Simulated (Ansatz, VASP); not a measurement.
**Si (Sigma13 (510)[001] symmetric tilt boundary in Si) in two plane-wave programs**

Wanted: the spread between two codes on one cell, functional and k mesh. The cell is taken from a series of runs on this material, whose earlier steps may have relaxed, scaled, displaced or heated it; both programs get it as it stands.

Program: Ansatz 0.2.0. Level of theory: plane waves, with VASP 6.6.1 beside it; single point at PBE. Results are calculated unless marked as measured.

### Step 1. Starting point

The cell holds 76 atoms: 76 Si. Its edges and angles: a = 5.469 Å, b = 13.943 Å, c = 20.902 Å, α = 90.0°, β = 90.0°, γ = 90.0°. It derives from Si. Two grains of Si, one the mirror image of the other in the boundary plane, two boundaries a cell; of 6 trial joints (lateral shifts, openings, close atoms taken out) the lowest after a short relaxation with the MACE-MP-0b2 potential was kept (shift [0.5, 0.5] of the surface cell, opening 0.83 A, one of each pair under 1.66 A removed), then its atoms and the cell's length along the normal were relaxed with that potential. Lattice constants are starting values near those of PBE. The structure's axis is c.

### Step 2. VASP: single point, PBE

A single point gives forces, pressure and levels at one fixed geometry, so differences don't come from the geometry; what else differs is listed under the comparison.

Lines of VASP's logs that name or quote its potential files are left out, and so is its time.

Input file INCAR:

```
SYSTEM = Si
PREC = Accurate
ENCUT = 500
EDIFF = 1E-06
NELM = 120
ISMEAR = -1
SIGMA = 0.025
LREAL = Auto
ALGO = Normal
GGA = PE
NBANDS = 208
LORBIT = 11
LWAVE = .FALSE.
LCHARG = .FALSE.
ISIF = 2
LASPH = .TRUE.
GGA_COMPAT = .FALSE.
KPAR = 4
```

Input file POSCAR:

```
Si
1.0
    5.4690000000      0.0000000000      0.0000000000
    0.0000000000     13.9432700000      0.0000000000
    0.0000000000      0.0000000000     20.9017900000
Si
76
Direct
    0.8791600000      0.3586900000      0.9776700000
    0.7767300000      0.0625500000      0.0230800000
    0.4732700000      0.5625500000      0.0230800000
    0.3708400000      0.8586900000      0.9776700000
    0.0301300000      0.7607700000      0.0184900000
    0.7413400000      0.4511300000      0.0648500000
    0.5086600000      0.9511300000      0.0648500000
    0.2198700000      0.2607700000      0.0184900000
    0.9946400000      0.1595000000      0.0917700000
    0.7859900000      0.8395700000      0.1106800000
    0.4640100000      0.3395700000      0.1106800000
    0.2553600000      0.6595000000      0.0917700000
    0.0010200000      0.5357700000      0.1378500000
    0.7370800000      0.2353800000      0.1684400000
    0.5129200000      0.7353800000      0.1684400000
    0.2489800000      0.0357700000      0.1378500000
    0.0036900000      0.9221800000      0.1924700000
    0.7568300000      0.6128300000      0.2162700000
    0.4931700000      0.1128300000      0.2162700000
    0.2463100000      0.4221800000      0.1924700000
    0.9931800000      0.3097200000      0.2461900000
    0.7462600000      0.0003100000      0.2699000000
    0.5037400000      0.5003100000      0.2699000000
    0.2568200000      0.8097200000      0.2461900000
    0.0130300000      0.6871900000      0.2940200000
    0.7489800000      0.3868100000      0.3246000000
    0.5010200000      0.8868100000      0.3246000000
    0.2369700000      0.1871900000      0.2940200000
    0.9639200000      0.0828600000      0.3517100000
    0.7554700000      0.7630400000      0.3706900000
    0.4945300000      0.2630400000      0.3706900000
    0.2860800000      0.5828600000      0.3517100000
    0.0083600000      0.4714600000      0.3976900000
    0.7202900000      0.1617600000      0.4437500000
    0.5297100000      0.6617600000      0.4437500000
    0.2416400000      0.9714600000      0.3976900000
    0.9698500000      0.8612700000      0.4392500000
    0.8707400000      0.5642600000      0.4847900000
    0.3792600000      0.0642600000      0.4847900000
    0.2801500000      0.3612700000      0.4392500000
    0.1944500000      0.5935900000      0.9441100000
    0.0555500000      0.0935900000      0.9441100000
    0.5271600000      0.2736100000      0.9340300000
    0.2294900000      0.9596700000      0.8953600000
    0.0205100000      0.4596700000      0.8953600000
    0.7228400000      0.7736100000      0.9340300000
    0.4997200000      0.6545400000      0.8756000000
    0.2775300000      0.3444900000      0.8482400000
    0.9724700000      0.8444900000      0.8482400000
    0.7502800000      0.1545400000      0.8756000000
    0.5045600000      0.0361200000      0.8233800000
    0.2445000000      0.7327800000      0.7968900000
    0.0055000000      0.2327800000      0.7968900000
    0.7454400000      0.5361200000      0.8233800000
    0.5072200000      0.4225900000      0.7679500000
    0.2587100000      0.1153200000      0.7460300000
    0.9912900000      0.6153200000      0.7460300000
    0.7427800000      0.9225900000      0.7679500000
    0.4913700000      0.8083300000      0.7162300000
    0.2429600000      0.5010500000      0.6944300000
    0.0070400000      0.0010500000      0.6944300000
    0.7586300000      0.3083300000      0.7162300000
    0.5054700000      0.1909100000      0.6652900000
    0.2453400000      0.8875400000      0.6390000000
    0.0046600000      0.3875400000      0.6390000000
    0.7445300000      0.6909100000      0.6652900000
    0.4723500000      0.5791100000      0.6140600000
    0.2495200000      0.2691300000      0.5865400000
    0.0004800000      0.7691300000      0.5865400000
    0.7776500000      0.0791100000      0.6140600000
    0.5209800000      0.9636900000      0.5671900000
    0.2227100000      0.6496000000      0.5282500000
    0.0272900000      0.1496000000      0.5282500000
    0.7290200000      0.4636900000      0.5671900000
    0.5573000000      0.3293300000      0.5184300000
    0.6927000000      0.8293300000      0.5184300000
```

Input file KPOINTS:

```
Automatic mesh
0
Gamma
5 2 1
0 0 0
```

PAW data sets: Si (PBE family, release 64).

Run with:

```
$ mpirun -np 8 vasp_std
```

Numbers of over 12 decimals in the logs are rounded to 6 here.

Log:

```text
[banner, memory and clock lines left out]
running    8 mpi-ranks, on    1 nodes
[...]
|                                                                             |
|           W    W    AA    RRRRR   N    N  II  N    N   GGGG   !!!           |
|           W    W   A  A   R    R  NN   N  II  NN   N  G    G  !!!           |
|           W    W  A    A  R    R  N N  N  II  N N  N  G       !!!           |
|           W WW W  AAAAAA  RRRRR   N  N N  II  N  N N  G  GGG   !            |
|           WW  WW  A    A  R   R   N   NN  II  N   NN  G    G                |
|           W    W  A    A  R    R  N    N  II  N    N   GGGG   !!!           |
|                                                                             |
|     For optimal performance we recommend to set                             |
|       NCORE = 2 up to number-of-cores-per-socket                            |
|     NCORE specifies how many cores store one orbital (NPAR=cpu/NCORE).      |
|     This setting can greatly improve the performance of VASP for DFT.       |
|     The default, NCORE=1 might be grossly inefficient on modern             |
|     multi-core architectures or massively parallel machines. Do your        |
|     Unfortunately you need to use the default for GW and RPA                |
|     calculations (for HF NCORE is supported but not extensively tested      |
|     yet).                                                                   |
|                                                                             |

 LDA part: xc-table for (Slater+PW92), standard interpolation
 POSCAR, INCAR and KPOINTS ok, starting setup
[...]
entering main loop
       N       E                     dE             d eps       ncg     rms          rms(c)
DAV:   1     0.756049036826E+03    0.75605E+03   -0.11172E+05  2496   0.117E+03
DAV:   2    -0.326272531249E+03   -0.10823E+04   -0.10202E+04  2976   0.175E+02
DAV:   3    -0.403688367687E+03   -0.77416E+02   -0.75484E+02  3104   0.410E+01
DAV:   4    -0.405746332882E+03   -0.20580E+01   -0.20395E+01  3072   0.799E+00
[...]
DAV:  16    -0.398896807712E+03   -0.65054E-05   -0.43332E-05  3128   0.109E-02    0.161E-02
DAV:  17    -0.398896809945E+03   -0.22330E-05   -0.71237E-06  2912   0.471E-03    0.156E-02
DAV:  18    -0.398896809606E+03    0.33903E-06   -0.20007E-06  1912   0.261E-03
   1 F= -.39889681E+03 E0= -.39887704E+03  d E =-.395445E-01
```

From OUTCAR (step 2):

```text
  FREE ENERGIE OF THE ION-ELECTRON SYSTEM (eV)
  ---------------------------------------------------
  free  energy   TOTEN  =      -398.8968096060 eV

  energy  without entropy=     -398.8572651033  energy(sigma->0) =     -398.87703735
```

The run ends at a pressure of -1.64 GPa, with forces up to 0.083 eV/Å.

### Step 3. Ansatz: single point, PBE

Ansatz runs on its default PAW (the set named soft_2) files.

The same cell, functional, mesh and smearing now go to Ansatz, which takes its cutoff from its data sets.

Input file input.yaml:

```yaml
crystal:
  lattice:
    - [5.469, 0.0, 0.0]
    - [0.0, 13.94327, 0.0]
    - [0.0, 0.0, 20.90179]
  atoms:
    - { symbol: Si, position: [0.87916, 0.35869, 0.97767] }
    - { symbol: Si, position: [0.77673, 0.06255, 0.02308] }
    - { symbol: Si, position: [0.47327, 0.56255, 0.02308] }
    - { symbol: Si, position: [0.37084, 0.85869, 0.97767] }
    - { symbol: Si, position: [0.03013, 0.76077, 0.01849] }
    - { symbol: Si, position: [0.74134, 0.45113, 0.06485] }
    - { symbol: Si, position: [0.50866, 0.95113, 0.06485] }
    - { symbol: Si, position: [0.21987, 0.26077, 0.01849] }
    - { symbol: Si, position: [0.99464, 0.1595, 0.09177] }
    - { symbol: Si, position: [0.78599, 0.83957, 0.11068] }
    - { symbol: Si, position: [0.46401, 0.33957, 0.11068] }
    - { symbol: Si, position: [0.25536, 0.6595, 0.09177] }
    - { symbol: Si, position: [0.00102, 0.53577, 0.13785] }
    - { symbol: Si, position: [0.73708, 0.23538, 0.16844] }
    - { symbol: Si, position: [0.51292, 0.73538, 0.16844] }
    - { symbol: Si, position: [0.24898, 0.03577, 0.13785] }
    - { symbol: Si, position: [0.00369, 0.92218, 0.19247] }
    - { symbol: Si, position: [0.75683, 0.61283, 0.21627] }
    - { symbol: Si, position: [0.49317, 0.11283, 0.21627] }
    - { symbol: Si, position: [0.24631, 0.42218, 0.19247] }
    - { symbol: Si, position: [0.99318, 0.30972, 0.24619] }
    - { symbol: Si, position: [0.74626, 0.00031, 0.2699] }
    - { symbol: Si, position: [0.50374, 0.50031, 0.2699] }
    - { symbol: Si, position: [0.25682, 0.80972, 0.24619] }
    - { symbol: Si, position: [0.01303, 0.68719, 0.29402] }
    - { symbol: Si, position: [0.74898, 0.38681, 0.3246] }
    - { symbol: Si, position: [0.50102, 0.88681, 0.3246] }
    - { symbol: Si, position: [0.23697, 0.18719, 0.29402] }
    - { symbol: Si, position: [0.96392, 0.08286, 0.35171] }
    - { symbol: Si, position: [0.75547, 0.76304, 0.37069] }
    - { symbol: Si, position: [0.49453, 0.26304, 0.37069] }
    - { symbol: Si, position: [0.28608, 0.58286, 0.35171] }
    - { symbol: Si, position: [0.00836, 0.47146, 0.39769] }
    - { symbol: Si, position: [0.72029, 0.16176, 0.44375] }
    - { symbol: Si, position: [0.52971, 0.66176, 0.44375] }
    - { symbol: Si, position: [0.24164, 0.97146, 0.39769] }
    - { symbol: Si, position: [0.96985, 0.86127, 0.43925] }
    - { symbol: Si, position: [0.87074, 0.56426, 0.48479] }
    - { symbol: Si, position: [0.37926, 0.06426, 0.48479] }
    - { symbol: Si, position: [0.28015, 0.36127, 0.43925] }
    - { symbol: Si, position: [0.19445, 0.59359, 0.94411] }
    - { symbol: Si, position: [0.05555, 0.09359, 0.94411] }
    - { symbol: Si, position: [0.52716, 0.27361, 0.93403] }
    - { symbol: Si, position: [0.22949, 0.95967, 0.89536] }
    - { symbol: Si, position: [0.02051, 0.45967, 0.89536] }
    - { symbol: Si, position: [0.72284, 0.77361, 0.93403] }
    - { symbol: Si, position: [0.49972, 0.65454, 0.8756] }
    - { symbol: Si, position: [0.27753, 0.34449, 0.84824] }
    - { symbol: Si, position: [0.97247, 0.84449, 0.84824] }
    - { symbol: Si, position: [0.75028, 0.15454, 0.8756] }
    - { symbol: Si, position: [0.50456, 0.03612, 0.82338] }
    - { symbol: Si, position: [0.2445, 0.73278, 0.79689] }
    - { symbol: Si, position: [0.0055, 0.23278, 0.79689] }
    - { symbol: Si, position: [0.74544, 0.53612, 0.82338] }
    - { symbol: Si, position: [0.50722, 0.42259, 0.76795] }
    - { symbol: Si, position: [0.25871, 0.11532, 0.74603] }
    - { symbol: Si, position: [0.99129, 0.61532, 0.74603] }
    - { symbol: Si, position: [0.74278, 0.92259, 0.76795] }
    - { symbol: Si, position: [0.49137, 0.80833, 0.71623] }
    - { symbol: Si, position: [0.24296, 0.50105, 0.69443] }
    - { symbol: Si, position: [0.00704, 0.00105, 0.69443] }
    - { symbol: Si, position: [0.75863, 0.30833, 0.71623] }
    - { symbol: Si, position: [0.50547, 0.19091, 0.66529] }
    - { symbol: Si, position: [0.24534, 0.88754, 0.639] }
    - { symbol: Si, position: [0.00466, 0.38754, 0.639] }
    - { symbol: Si, position: [0.74453, 0.69091, 0.66529] }
    - { symbol: Si, position: [0.47235, 0.57911, 0.61406] }
    - { symbol: Si, position: [0.24952, 0.26913, 0.58654] }
    - { symbol: Si, position: [0.00048, 0.76913, 0.58654] }
    - { symbol: Si, position: [0.77765, 0.07911, 0.61406] }
    - { symbol: Si, position: [0.52098, 0.96369, 0.56719] }
    - { symbol: Si, position: [0.22271, 0.6496, 0.52825] }
    - { symbol: Si, position: [0.02729, 0.1496, 0.52825] }
    - { symbol: Si, position: [0.72902, 0.46369, 0.56719] }
    - { symbol: Si, position: [0.5573, 0.32933, 0.51843] }
    - { symbol: Si, position: [0.6927, 0.82933, 0.51843] }
kpoints:
  mp_grid: { grid: [5, 2, 1] }
hamiltonian:
  xc: pbe
scf:
  occupations: { method: fermi_dirac, width: 0.025 }
output:
  forces: true
  stress: true
  populations: true
  dos:
    method: { smearing: { sigma: 0.08 } }
    de: 0.1
    projected:
      site_lists:
        Si: [Si]
        lower_grain: [0, 1, 2, 3, 4, 5, 6, 7, 8, 9, 10, 11, 12, 13, 14, 15, 16, 17, 18, 19, 20, 21, 22, 23, 24, 25, 26, 27, 28, 29, 30, 31, 32, 33, 34, 35, 36, 37, 38, 39]
        upper_grain: [40, 41, 42, 43, 44, 45, 46, 47, 48, 49, 50, 51, 52, 53, 54, 55, 56, 57, 58, 59, 60, 61, 62, 63, 64, 65, 66, 67, 68, 69, 70, 71, 72, 73, 74, 75]
  eigenvalues: true
  write_density: true
  write_potential: true
  volumetric_format: npy
```

Run with:

```
$ ansatz run input.yaml --threads 4 --pin off --max-ram 8192MiB --backend cpu --events-out ev --progress --plain --runs-dir out
```

Log:

```text
Engine: ansatz 0.2.0, x86_64-unknown-linux-gnu
Pseudopotentials: kind: paw
Pseudopotential: Si, paw, valence charge 4, recommended cutoff 420 eV (normal), Si.paw.azcp
Functional definition: PBE
  parameter kappa = 0.804
  parameter beta = 0.066725
  exchange = pbe_x(kappa = kappa, mu = beta*pi^2/3)
  correlation = pbe_c(beta = beta)
Crystal: 76 atoms, lattice volume = 1593.882 Å³
Basis set: ecut = 420 eV, 31049 PW (Γ), exchange–correlation on 80×192×288 points (8 copies of the dense FFT grid, shifted against one another)
Bands: 228, of which v1, the nominal top of the filled ones, is band 152 counted from 1 (151 counted from 0)
Symmetry: 2 space group operations
Space group: Pc (ITA 7), of the structure as read, at distance tolerance 1.2e-4 Å
k-points: 6 of 10
Non-local potential: Si, projectors of the file, l = 0: 2, l = 1: 2, l = 2: 2
PAW form: soft (Blöchl's): semilocal exchange-correlation on the pseudo side does not see the compensation charge
PAW one-centre angular grid: Si, 110 points (default); XC on 64 Gauss nodes
Initial density: superposition of atomic densities (neutral atoms: chi_scale 0, normalization atom), corrected by the library's trained network
Initial wavefunctions: pseudopotential atomic-orbital guess
Functional: x = pbe(κ = 0.804, μ = 0.219515), c = pbe(β = 0.066725)
SCF iter   1: F=—  HF=-48308.300249 eV  |F-HF|=—  |Δ(HF+E_count)|=         —  Δρ=4.05e-3  dr2=7.98e-1  ethr=1.77e-3  ⟨swp⟩=6.2  Hψ=6374  notcnv=0  defer=232
preconditioner: auto → Resta (q_TF=auto, 2.070 Å⁻¹)  ε∞=5.6  [insulator: Δε(μ)=0.096 eV  Ē_g=7.539 eV  σ=0.025 eV  W_gap=0.66  n_scr=230 (ndim 8)  ℏωp=16.2 eV  f_vac=0.000  D(μ)=14.09/eV (n_scr^D=42)  ε∞_Penn≈5.6]
SCF iter   2: F=—  HF=-48308.197146 eV  |F-HF|=—  |Δ(HF+E_count)|=   1.03e-1  Δρ=1.84e-3  dr2=1.30e-1  ethr=2.62e-4  ⟨swp⟩=1.3  Hψ=1584  notcnv=0  defer=359
SCF iter   3: F=—  HF=-48308.181438 eV  |F-HF|=—  |Δ(HF+E_count)|=   1.57e-2  Δρ=3.95e-4  dr2=3.51e-3  ethr=4.28e-5  ⟨swp⟩=3.7  Hψ=1939  notcnv=0  defer=397
SCF iter   4: F=—  HF=-48308.182600 eV  |F-HF|=—  |Δ(HF+E_count)|=   1.16e-3  Δρ=8.30e-5  dr2=3.52e-4  ethr=1.15e-6  ⟨swp⟩=2.0  Hψ=1495  notcnv=0  defer=397
SCF iter   5: F=—  HF=-48308.182717 eV  |F-HF|=—  |Δ(HF+E_count)|=   1.16e-4  Δρ=2.98e-5  dr2=1.26e-4  ethr=1.16e-7  ⟨swp⟩=2.5  Hψ=1861  notcnv=0  defer=397
SCF iter   6: F=—  HF=-48308.182712 eV  |F-HF|=—  |Δ(HF+E_count)|=   4.98e-6  Δρ=1.31e-5  dr2=1.98e-5  ethr=4.13e-8  ⟨swp⟩=2.0  Hψ=1023  notcnv=0  defer=397
SCF iter   7: F=—  HF=-48308.182975 eV  |F-HF|=—  |Δ(HF+E_count)|=   2.63e-4  Δρ=4.17e-6  dr2=5.61e-7  ethr=6.52e-9  ⟨swp⟩=2.7  Hψ=2106  notcnv=0  defer=397
SCF iter   8: F=-48308.182975 eV  HF=-48308.182975 eV  |F-HF|=1.48e-9  |Δ(HF+E_count)|=   1.72e-7  Δρ=7.85e-7  dr2=2.37e-8  ethr=3.29e-11  ⟨swp⟩=19.5  Hψ=12055  notcnv=0
SCF 1 converged in 8 iterations: F = -48308.182975 eV  dr2 = 2.37e-8
  greatest PAW one-centre occupation: 0.664 electrons in one spin orbital (limit 2), on the Si atom at site 39 (counted from 0), in its partial waves of l = 0
SCF converged after 8 iterations
Free energy (F): -48308.182975 eV
Harris-Foulkes:  -48308.182975 eV  (|F-HF|=1.48e-9)
Internal energy: -48308.143237 eV  (E = F + TS)
E sigma→0 (E₀):  -48308.163106 eV
Entropy (-TS):   -0.039738 eV (-0.523 meV/atom)
Fermi energy:    5.797935 eV
--- Per-component energies (eV) ---
  E_band       = 254.057052
  E_kinetic    = 3007.970618
  E_local      = -2225.556550  (includes V_loc(G=0)·N_el)
  E_nonlocal   = 1958.918247
  E_hartree    = 604.978945
  E_xc         = -4168.530899
  E_vxc        = -3517.907226  (∫ρ·V_xc dr)
  E_paw        = -38961.575655  (= ΣΔE_a)
  E_vpaw       = -179.325908  (= ΣTr[D̂ρ^β])
  E_aug_tail   = 0.000485  (compensation charges beyond the density's cutoff)
  E_ewald      = -8524.348428
  E_smearing   = -0.039738  (= −TS)
  E_closure    = -0.000000  (closes the sum)
  Σ components = -48308.182975   (vs F -48308.182975, Δ=0.00e0)
--- Forces (eV/Å), atoms counted from 1 ---
  atom   1  Si    -0.00851303     0.03249551    -0.01406066
  atom   2  Si     0.05591157     0.00201771    -0.01854603
  atom   3  Si    -0.05591157     0.00201771    -0.01854603
  atom   4  Si     0.00851303     0.03249551    -0.01406066
  atom   5  Si    -0.02804512    -0.02430630     0.01965817
  atom   6  Si     0.05291631    -0.01695358     0.02036266
  atom   7  Si    -0.05291631    -0.01695358     0.02036266
  atom   8  Si     0.02804512    -0.02430630     0.01965817
  atom   9  Si    -0.05398201    -0.00456123     0.02129280
  atom  10  Si     0.05798796     0.02169807    -0.01897255
  atom  11  Si    -0.05798796     0.02169807    -0.01897255
  atom  12  Si     0.05398201    -0.00456123     0.02129280
  atom  13  Si     0.01157777     0.00558180     0.00813829
  atom  14  Si     0.04153957    -0.02255878     0.01121122
  atom  15  Si    -0.04153957    -0.02255878     0.01121122
[...]
k-point 1: bands = [... 148 lower, 5.3458, 5.3458, 5.6923, 5.6923, 5.7453, 5.7453, 5.9409, 5.9409, ... 72 higher]
  k-point 2: bands = [... 148 lower, 5.5232, 5.5368, 5.5535, 5.7410, 5.9221, 5.9556, 6.0394, 6.0636, ... 72 higher]
  k-point 5: bands = [... 148 lower, 5.6596, 5.6596, 5.7571, 5.7571, 6.2145, 6.2145, 6.2798, 6.2798, ... 72 higher]
--- Löwdin populations: 76 sites ---
  site symbol       q [e]
     0     Si      3.9626
     1     Si      3.8730
     2     Si      3.8730
     3     Si      3.9626
     4     Si      3.9547
     5     Si      3.9691
     6     Si      3.9691
     7     Si      3.9547
     8     Si      3.9478
     9     Si      3.9930
    10     Si      3.9930
    11     Si      3.9478
    12     Si      3.9435
    13     Si      3.9679
    14     Si      3.9679
    15     Si      3.9435
    16     Si      3.9568
    17     Si      3.9523
    18     Si      3.9523
    19     Si      3.9568
    20     Si      3.9521
    21     Si      3.9570
    22     Si      3.9570
    23     Si      3.9521
[...]
68     Si      3.9279
    69     Si      3.9570
    70     Si      3.9637
    71     Si      3.9553
    72     Si      3.9553
    73     Si      3.9637
    74     Si      4.0693
    75     Si      4.0693
  spilling = 0.010257 (of n_electrons = 304.000000)
```

The column dr2 measures how far the density is from self-consistency, as an energy; F and HF (Harris–Foulkes) agree once it is small.

### Step 4. Comparison

Known differences besides the potentials themselves: the cutoff is 420 eV in Ansatz and 500 eV in VASP (PREC = Accurate, projectors in real space). Total energies have different zeros and are not compared.

Both answers:

```
      quantity  Ansatz   VASP  difference
pressure (GPa)   -1.57  -1.64       +0.07
```

Forces on 7 of the 76 atoms, those with the largest forces and the largest differences (eV/Å; atoms numbered as in POSCAR):

```
atom          Ansatz x, y, z            VASP x, y, z
Si22   0.061, -0.021, -0.018   0.064, -0.021, -0.017
Si41     0.031, 0.069, 0.030     0.040, 0.066, 0.029
Si42    -0.031, 0.069, 0.030    -0.040, 0.066, 0.029
Si44   0.027, -0.059, -0.027   0.025, -0.059, -0.026
Si45  -0.027, -0.059, -0.027  -0.025, -0.059, -0.026
Si75  -0.028, -0.062, -0.030  -0.037, -0.057, -0.026
Si76   0.028, -0.062, -0.030   0.037, -0.057, -0.026
```

The forces differ by 2.6 meV/Å r.m.s., which is 9.7 % of the r.m.s. force of 0.027 eV/Å (both taken over all components).

### Step 5. What came out

```
difference in pressure (single point, PBE) : 0.073 GPa
```

In words: The difference in pressure is 0.073 GPa (single point, PBE), within the 1 GPa picked in this series as the mark of a large difference. Such differences can come from data sets, numerical settings and the points named under the comparisons, not from the functional's error against experiment.

[Lines on the potential files, build, host, timing and source positions are cut from VASP's logs without a mark.]

[Logs are printed without paths, hosts, clocks, repeated set-up lines and the standing remarks that a program may print on its own settings, such as how far it seeks lower states.]

[Hosts, paths, dates, database ids (printed as entryN), source tags and the programs' standing remarks are cut or masked in the printed files.]
